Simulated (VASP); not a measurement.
# BeS (F-43m) in VASP: a series of runs

The runs below take BeS through single point, with PBEsol, PBE.

All numbers are computed with VASP 6.6.1; they aren't measurements. Logs are shortened: lines on timing, memory, paths and dates and some standing lists are left out, and cuts for length are marked.

### 1 The crystal as given

The structure is cubic, space group F-43m (No. 216). The conventional cell has a = 4.850 Å, b = 4.850 Å, c = 4.850 Å, α = 90.00°, β = 90.00°, γ = 90.00°. S (site symmetry -43m) has 4 Be at 2.10 Å as nearest neighbours. Around Be (site symmetry -43m) lie 4 S at 2.10 Å.

### 2 Single point, PBEsol

The input, INCAR:

```
SYSTEM = BeS
PREC = Accurate ; ENCUT = 520
EDIFF = 1E-7 ; ISMEAR = -1
SIGMA = 0.05 ; LREAL = .False.
LASPH = .True. ; NELM = 100
ALGO = Normal ; ISIF = 2
LWAVE = .False. ; LCHARG = .True.
GGA = PS ; LELF = .True.
LVHAR = .True. ; NBANDS = 11
```

The input, KPOINTS:

```
regular mesh
0
Gamma
  9 9 9
  0 0 0
```

The input, POSCAR:

```
BeS
1.0
    0.0000000000      2.4250000000      2.4250000000
    2.4250000000      0.0000000000      2.4250000000
    2.4250000000      2.4250000000      0.0000000000
S Be
1 1
Direct
    0.7500000000      0.7500000000      0.7500000000
    0.0000000000      0.0000000000      0.0000000000
```

Potentials or basis: VASP PAW PBE potentials, release 64 (S, Be).

Started as:

```
cat potpaw_PBE.64/S/POTCAR potpaw_PBE.64/Be/POTCAR > POTCAR
mpirun -np 1 vasp_std > vasp.out
```

OUTCAR:

```text
SYSTEM = BeS
   PREC = Accurate
   ENCUT = 520
   EDIFF = 1E-7
   ISMEAR = -1
   LREAL = .False.
   LASPH = .True.
   NELM = 100
   ISIF = 2
   GGA = PS

 ion  position               nearest neighbor table
   1  0.750  0.750  0.750-   2 2.10   2 2.10   2 2.10   2 2.10
   2  0.000  0.000  0.000-   1 2.10   1 2.10   1 2.10   1 2.10

  LATTYP: Found a face centered cubic cell.
 ALAT       =     4.8500000000

  Lattice vectors:

 A1 = (   0.0000000000,   2.4250000000,   2.4250000000)
 A2 = (   2.4250000000,   0.0000000000,   2.4250000000)
 A3 = (   2.4250000000,   2.4250000000,   0.0000000000)

Analysis of symmetry for initial positions (statically):
=====================================================================
 Subroutine PRICEL returns:
 Original cell was already a primitive cell.

 Routine SETGRP: Setting up the symmetry group for a
 face centered cubic supercell.

 Subroutine GETGRP returns: Found 24 space group operations
 (whereof 24 operations were pure point group operations)
 out of a pool of 48 trial point group operations.

The static configuration has the point symmetry T_d .

Analysis of symmetry for dynamics (positions and initial velocities):
=====================================================================
 Subroutine PRICEL returns:
 Original cell was already a primitive cell.

 Routine SETGRP: Setting up the symmetry group for a
 face centered cubic supercell.

 Subroutine GETGRP returns: Found 24 space group operations
 (whereof 24 operations were pure point group operations)
 out of a pool of 48 trial point group operations.

The dynamic configuration has the point symmetry T_d .

 Subroutine INISYM returns: Found 24 space group operations
 (whereof 24 operations are pure point group operations),
 and found     1 'primitive' translations

----------------------------------------------------------------------------------------

                                     Primitive cell

  volume of cell :      28.5210

  direct lattice vectors                    reciprocal lattice vectors
     0.000000000  2.425000000  2.425000000    -0.206185567  0.206185567  0.206185567
     2.425000000  0.000000000  2.425000000     0.206185567 -0.206185567  0.206185567
     2.425000000  2.425000000  0.000000000     0.206185567  0.206185567 -0.206185567

  length of vectors
     3.429467889  3.429467889  3.429467889     0.357123878  0.357123878  0.357123878

  position of ions in fractional coordinates (direct lattice)
     0.750000000  0.750000000  0.750000000
     0.000000000  0.000000000  0.000000000

  ion indices of the primitive-cell ions
   primitive index   ion index
                 1           1
                 2           2

----------------------------------------------------------------------------------------

 KPOINTS: regular mesh

Automatic generation of k-mesh.
 Grid dimensions read from file:
 generate k-points for:    9    9    9

 Generating k-lattice:

  Cartesian coordinates                     Fractional coordinates (reciprocal lattice)
    -0.022909507  0.022909507  0.022909507     0.111111111  0.000000000  0.000000000
     0.022909507 -0.022909507  0.022909507     0.000000000  0.111111111  0.000000000
     0.022909507  0.022909507 -0.022909507     0.000000000  0.000000000  0.111111111

  Length of vectors
     0.039680431  0.039680431  0.039680431

  Shift w.r.t. Gamma in fractional coordinates (k-lattice)
     0.000000000  0.000000000  0.000000000

 Subroutine IBZKPT returns following result:
 ===========================================

 Found     35 irreducible k-points:

 Following reciprocal coordinates:
            Coordinates               Weight
  0.000000  0.000000  0.000000      1.000000
  0.111111  0.000000  0.000000      8.000000
  0.222222  0.000000  0.000000      8.000000
  0.333333  0.000000  0.000000      8.000000
  0.444444  0.000000  0.000000      8.000000
  0.111111  0.111111  0.000000      6.000000
[... 16 lines left out ...]
 -0.333333  0.333333  0.000000     12.000000
  0.444444  0.444444  0.000000      6.000000
 [... further k-points ...]
   k-points           NKPTS =     35   k-points in BZ     NKDIM =     35   number of bands    NBANDS=     11
   number of dos      NEDOS =    301   number of ions     NIONS =      2
   total plane-waves  NPLWV =  21952
   dimension x,y,z NGX =    28 NGY =   28 NGZ =   28
   dimension x,y,z NGXF=    56 NGYF=   56 NGZF=   56
   ions per type =               1   1
   NGX,Y,Z   is equivalent  to a cutoff of  13.57, 13.57, 13.57 a.u.
   NGXF,Y,Z  is equivalent  to a cutoff of  27.15, 27.15, 27.15 a.u.
 SYSTEM =  BeS
   PREC   = accura    normal or accurate (medium, high low for compatibility)
   ISTART =      0    job   : 0-new  1-cont  2-samecut
   ICHARG =      2    charge: 1-file 2-atom 10-const
   ISPIN  =      1    spin polarized calculation?
   LNONCOLLINEAR =      F non collinear calculations
   LSORBIT =      F    spin-orbit coupling
   LASPH  =      T    aspherical Exc in radial PAW
   ENCUT  =  520.0 eV  38.22 Ry    6.18 a.u.   6.38  6.38  6.38*2*pi/ulx,y,z
   NELM   =    100;   NELMIN=  2; NELMDL= -5     # of ELM steps
   EDIFF  = 0.1E-06   stopping-criterion for ELM
   LREAL  =      F    real-space projection
   EDIFFG = 0.1E-05   stopping-criterion for IOM
   NSW    =      0    number of steps for IOM
   IBRION =     -1    ionic relax: 0-MD 1-quasi-New 2-CG
   NFREE  =      0    steps in history (QN), initial steepest desc. (CG)
   ISIF   =      2    stress and relaxation
   ISYM   =      2    0-nonsym 1-usesym 2-fastsym
   POTIM  = 0.5000    time-step for ionic-motion
   TEBEG  =    0.0;   TEEND  =   0.0 temperature during run
   PSTRESS=    0.0 pullay stress
   NELECT =       8.0000    total number of electrons
   NUPDOWN=      -1.0000    fix difference up-down
   EMIN   =  10.00;   EMAX   =-10.00  energy-range for DOS
   EFERMI =   0.00;   METHOD = LEGACY
   ISMEAR =    -1;   SIGMA  =   0.05  broadening in eV -4-tet -1-fermi 0-gaus
   EFERMI_NEDOS =   21; number of points for ismear=-14 and -15
   IALGO  =     38    algorithm
   IMIX   =      4    mixing-type and parameters
     AMIX     =   0.40;   BMIX     =  1.00
     AMIX_MAG =   1.60;   BMIX_MAG =  1.00
  volume/ion in A,a.u.               =      14.26        96.23
  Fermi-wavevector in a.u.,A,eV,Ry     =   1.071642  2.025110 15.625158  1.148417
  Thomas-Fermi vector in A             =   2.207388
   LORBIT       =      0    0 simple, 1 ext, 2 COOP (PROOUT), +10 PAW based schemes
   GGA     = PS    functional components
   LHFCALC =     F    Hartree Fock is set to
   AEXX    =    0.0000 exact exchange contribution
   IVDW    =     0    specifies the selected vdW correction
   LEPSILON=     F    determine dielectric tensor
   LRPA    =     F    only Hartree local field effects (RPA)
 non-spin polarized calculation
  energy-cutoff  :      520.00
  volume of cell :       28.52
 maximum number of plane-waves:       779
 NGX is ok and might be reduce to    28
   NGX = 13   NGY = 13   NGZ = 13

 number of electron       7.9999999 magnetization

 Free energy of the ion-electron system (eV)
  ---------------------------------------------------
  ext. energy  EPLUGINS =         0.00000000
  ---------------------------------------------------
  free energy    TOTEN  =       -10.56407410 eV

  energy without entropy =      -10.56407410  energy(sigma->0) =      -10.56407410

 E-fermi :   5.1533     XC(G=0):  -9.9012

 val. band max:        4.1443071860   @ k =   0.0000   0.0000   0.0000
 cond. band min:       7.1698594906   @ k =   0.4444   0.4444   0.0000
 fundamental gap:      3.0255523046
 Fermi energy:         5.1532893175

 k-point     1 :       0.0000    0.0000    0.0000
  band No.  band energies     occupation
      1      -9.5734      2.00000
      2       4.1443      2.00000
      3       4.1443      2.00000
      4       4.1443      2.00000
      5       9.7543      0.00000
      6       9.7543      0.00000
      7       9.7543      0.00000
      8       9.8506      0.00000
      9      16.9388      0.00000
     10      16.9388      0.00000
     11      18.8201      0.00000

 k-point     2 :       0.1111    0.0000    0.0000
  band No.  band energies     occupation
      1      -9.4313      2.00000
      2       3.1379      2.00000
      3       3.9808      2.00000
      4       3.9808      2.00000
      5       9.6476      0.00000
      6      10.0466      0.00000
      7      10.0466      0.00000
      8      10.9721      0.00000
      9      16.3116      0.00000
     10      16.3116      0.00000
     11      18.6794      0.00000

 k-point     3 :       0.2222    0.0000    0.0000
  band No.  band energies     occupation
      1      -9.0310      2.00000
      2       1.2609      2.00000
      3       3.6305      2.00000
      4       3.6305      2.00000
      5       9.6056      0.00000
      6      10.5689      0.00000
      7      10.5689      0.00000
      8      12.8492      0.00000
      9      15.8795      0.00000
     10      15.8795      0.00000
     11      18.2548      0.00000

 k-point     4 :       0.3333    0.0000    0.0000
  band No.  band energies     occupation
      1      -8.4737      2.00000
      2      -0.4770      2.00000
      3       3.3065      2.00000
      4       3.3065      2.00000
      5       9.5599      0.00000
      6      10.7350      0.00000
      7      10.7350      0.00000
      8      14.3812      0.00000
      9      16.7149      0.00000
     10      16.7149      0.00000
     11      18.1971      0.00000
[... 239 lines left out ...]
 k-point    22 :      -0.4444    0.3333    0.0000
  band No.  band energies     occupation
      1      -7.4559      2.00000
      2      -0.6337      2.00000
      3       0.4299      2.00000
      4       1.8822      2.00000
      5       8.2792      0.00000
      6      11.1002      0.00000
      7      14.6071      0.00000
      8      14.8776      0.00000
      9      17.1950      0.00000
     10      18.4007      0.00000
     11      21.2169      0.00000

 k-point    23 :      -0.3333    0.3333    0.0000
  band No.  band energies     occupation
      1      -7.5034      2.00000
      2      -0.4929      2.00000
      3      -0.0134      2.00000
      4       2.2495      2.00000
      5       8.8469      0.00000
      6      13.1151      0.00000
      7      13.6523      0.00000
      8      14.6287      0.00000
      9      15.1408      0.00000
     10      16.5830      0.00000
     11      22.2106      0.00000

 k-point    24 :       0.4444    0.4444    0.0000
  band No.  band energies     occupation
      1      -7.4879      2.00000
      2      -0.7758      2.00000
      3       1.5255      2.00000
      4       1.5255      2.00000
      5       7.1699      0.00000
      6       9.0250      0.00000
      7      16.4633      0.00000
      8      16.4633      0.00000
      9      19.1289      0.00000
     10      20.3409      0.00000
     11      21.4949      0.00000

 [... further k-points ...]

------------------------ aborting loop because EDIFF is reached ----------------------------------------

  FORCE on cell =-STRESS in cart. coord.  units (eV):
  Direction    XX          YY          ZZ          XY          YZ          ZX
  --------------------------------------------------------------------------------------
  -------------------------------------------------------------------------------------
  Total       -0.1000100     -0.1000100     -0.1000100      0.0000000      0.0000000      0.0000000
  in kB       -5.6180918     -5.6180918     -5.6180918      0.0000000      0.0000000      0.0000000
  external PRESSURE =      -5.6180918 kB  Pullay stress =       0.0000000 kB

 VOLUME and BASIS-vectors are now :
 -----------------------------------------------------------------------------
  energy-cutoff  :      520.00
  volume of cell :       28.52
      direct lattice vectors                 reciprocal lattice vectors
     0.000000000  2.425000000  2.425000000    -0.206185567  0.206185567  0.206185567
     2.425000000  0.000000000  2.425000000     0.206185567 -0.206185567  0.206185567
     2.425000000  2.425000000  0.000000000     0.206185567  0.206185567 -0.206185567

 POSITION                                       TOTAL-FORCE (eV/Angst)
 -----------------------------------------------------------------------------------
      3.63750      3.63750      3.63750        -0.000000     -0.000000     -0.000000
      0.00000      0.00000      0.00000         0.000000      0.000000      0.000000
 -----------------------------------------------------------------------------------
    total drift:                                0.000000      0.000000     -0.000000

  FREE ENERGIE OF THE ION-ELECTRON SYSTEM (eV)
  ---------------------------------------------------
  free  energy   TOTEN  =       -10.5640740981 eV

  energy  without entropy=      -10.5640740980  energy(sigma->0) =      -10.56407410
```

It took 11 s on 1 thread of Intel Xeon Platinum 8259CL at 2.50GHz (Skylake/Cascade Lake), shared host; peak memory 0.15 GiB.

Results:

```yaml
Free_energy: -10.5641 eV
Pressure: -0.6 GPa
Band_gap_on_the_k_mesh: 3.03 eV, indirect (least direct gap 5.61 eV)
```

Levels at points of the mesh, in eV from the valence-band top:
```
           k point  band 1  band 2  band 3  band 4  band 5  band 6  band 7  band 8
(0.00, 0.00, 0.00)  -13.72    0.00    0.00    0.00    5.61    5.61    5.61    5.71
```

Caveat: the PAW data sets were made with another functional, which shifts forces and pressure a little; an odd mesh through Γ misses points on the zone boundary, where band edges often lie.

### 3 Single point, PBE

The input, INCAR:

```
SYSTEM = BeS
  PREC = Accurate
  ENCUT = 520
  EDIFF = 1E-7
  ISMEAR = -1
  SIGMA = 0.05
  LREAL = .FALSE.
  LASPH = .TRUE.
  NELM = 80
  ALGO = Normal
  ISIF = 2
  LWAVE = .FALSE.
  LCHARG = .TRUE.
  GGA = PE
  LELF = .TRUE.
  LVHAR = .TRUE.
  NBANDS = 11
```

The input, KPOINTS:

```
regular mesh
0
G
  9 9 9
  0 0 0
```

POSCAR is that of step 2.

Potentials or basis: VASP PAW PBE potentials, release 64 (S, Be).

Started as:

```
cat potpaw_PBE.64/S/POTCAR potpaw_PBE.64/Be/POTCAR > POTCAR
mpirun -np 1 vasp_std > vasp.out
```

OUTCAR:

```text
SYSTEM = BeS
   PREC = Accurate
   ENCUT = 520
   EDIFF = 1E-7
   ISMEAR = -1
   LREAL = .FALSE.
   LASPH = .TRUE.
   NELM = 80
   ISIF = 2
   GGA = PE

 ion  position               nearest neighbor table
   1  0.750  0.750  0.750-   2 2.10   2 2.10   2 2.10   2 2.10
   2  0.000  0.000  0.000-   1 2.10   1 2.10   1 2.10   1 2.10

  LATTYP: Found a face centered cubic cell.
 ALAT       =     4.8500000000

  Lattice vectors:

 A1 = (   0.0000000000,   2.4250000000,   2.4250000000)
 A2 = (   2.4250000000,   0.0000000000,   2.4250000000)
 A3 = (   2.4250000000,   2.4250000000,   0.0000000000)

Analysis of symmetry for initial positions (statically):
=====================================================================
 Subroutine PRICEL returns:
 Original cell was already a primitive cell.

 Routine SETGRP: Setting up the symmetry group for a
 face centered cubic supercell.

 Subroutine GETGRP returns: Found 24 space group operations
 (whereof 24 operations were pure point group operations)
 out of a pool of 48 trial point group operations.

The static configuration has the point symmetry T_d .

Analysis of symmetry for dynamics (positions and initial velocities):
=====================================================================
 Subroutine PRICEL returns:
 Original cell was already a primitive cell.

 Routine SETGRP: Setting up the symmetry group for a
 face centered cubic supercell.

 Subroutine GETGRP returns: Found 24 space group operations
 (whereof 24 operations were pure point group operations)
 out of a pool of 48 trial point group operations.

The dynamic configuration has the point symmetry T_d .

 Subroutine INISYM returns: Found 24 space group operations
 (whereof 24 operations are pure point group operations),
 and found     1 'primitive' translations

----------------------------------------------------------------------------------------

                                     Primitive cell

  volume of cell :      28.5210

[... 125 lines left out ...]
   AEXX    =    0.0000 exact exchange contribution
   IVDW    =     0    specifies the selected vdW correction
   LEPSILON=     F    determine dielectric tensor
   LRPA    =     F    only Hartree local field effects (RPA)
 non-spin polarized calculation
  energy-cutoff  :      520.00
  volume of cell :       28.52
 maximum number of plane-waves:       779
 NGX is ok and might be reduce to    28
   NGX = 13   NGY = 13   NGZ = 13

 number of electron       7.9999999 magnetization

 Free energy of the ion-electron system (eV)
  ---------------------------------------------------
  ext. energy  EPLUGINS =         0.00000000
  ---------------------------------------------------
  free energy    TOTEN  =       -10.01113713 eV

  energy without entropy =      -10.01113713  energy(sigma->0) =      -10.01113713

 E-fermi :   5.1357     XC(G=0):  -9.7308

 val. band max:        4.1748929572   @ k =   0.0000   0.0000   0.0000
 cond. band min:       7.3797498844   @ k =   0.4444   0.4444   0.0000
 fundamental gap:      3.2048569272
 Fermi energy:         5.1357426090

 k-point     1 :       0.0000    0.0000    0.0000
  band No.  band energies     occupation
      1      -9.5179      2.00000
      2       4.1749      2.00000
      3       4.1749      2.00000
      4       4.1749      2.00000
      5       9.8446      0.00000
      6       9.8446      0.00000
      7       9.8446      0.00000
      8      10.0609      0.00000
      9      16.9887      0.00000
     10      16.9887      0.00000
     11      19.0473      0.00000
[... 463 lines left out ...]
 k-point    35 :      -0.3333    0.4444    0.2222
  band No.  band energies     occupation
      1      -7.3631      2.00000
      2      -0.2613      2.00000
      3       0.3990      2.00000
      4       1.1518      2.00000
      5      10.4439      0.00000
      6      11.7498      0.00000
      7      12.5308      0.00000
      8      14.1424      0.00000
      9      17.2980      0.00000
     10      19.2288      0.00000
     11      21.1654      0.00000

------------------------ aborting loop because EDIFF is reached ----------------------------------------

  FORCE on cell =-STRESS in cart. coord.  units (eV):
  Direction    XX          YY          ZZ          XY          YZ          ZX
  --------------------------------------------------------------------------------------
  -------------------------------------------------------------------------------------
  Total        0.2760184      0.2760184      0.2760184     -0.0000000      0.0000000      0.0000000
  in kB       15.5054147     15.5054147     15.5054147     -0.0000000      0.0000000      0.0000000
  external PRESSURE =      15.5054147 kB  Pullay stress =       0.0000000 kB

 VOLUME and BASIS-vectors are now :
 -----------------------------------------------------------------------------
  energy-cutoff  :      520.00
  volume of cell :       28.52
      direct lattice vectors                 reciprocal lattice vectors
     0.000000000  2.425000000  2.425000000    -0.206185567  0.206185567  0.206185567
     2.425000000  0.000000000  2.425000000     0.206185567 -0.206185567  0.206185567
     2.425000000  2.425000000  0.000000000     0.206185567  0.206185567 -0.206185567

 POSITION                                       TOTAL-FORCE (eV/Angst)
 -----------------------------------------------------------------------------------
      3.63750      3.63750      3.63750         0.000000      0.000000      0.000000
      0.00000      0.00000      0.00000        -0.000000     -0.000000     -0.000000
 -----------------------------------------------------------------------------------
    total drift:                                0.000000      0.000000     -0.000000

  FREE ENERGIE OF THE ION-ELECTRON SYSTEM (eV)
  ---------------------------------------------------
  free  energy   TOTEN  =       -10.0111371285 eV

  energy  without entropy=      -10.0111371284  energy(sigma->0) =      -10.01113713
```

stdout:

```text
POSCAR found type information on POSCAR S Be
 POSCAR found :  2 types and       2 ions
 scaLAPACK will be used
 LDA part: xc-table for (Slater+PW92), standard interpolation
 POSCAR, INCAR and KPOINTS ok, starting setup
 FFT: planning ... GRIDC
 FFT: planning ... GRID_SOFT
 FFT: planning ... GRID
 WAVECAR not read
 entering main loop
```

Run time: 12 s. Hardware: 1 thread of Intel Xeon Platinum 8488C (Sapphire Rapids), shared host; peak memory 0.14 GiB.

What came out:

| Item | Value |
| --- | --- |
| Free energy | -10.0111 eV |
| Pressure | 1.6 GPa |
| Band gap on the k mesh | 3.20 eV, indirect (least direct gap 5.67 eV) |

Caveat: an odd mesh through Γ misses points on the zone boundary, where band edges often lie.

[end of part 1 of 2]
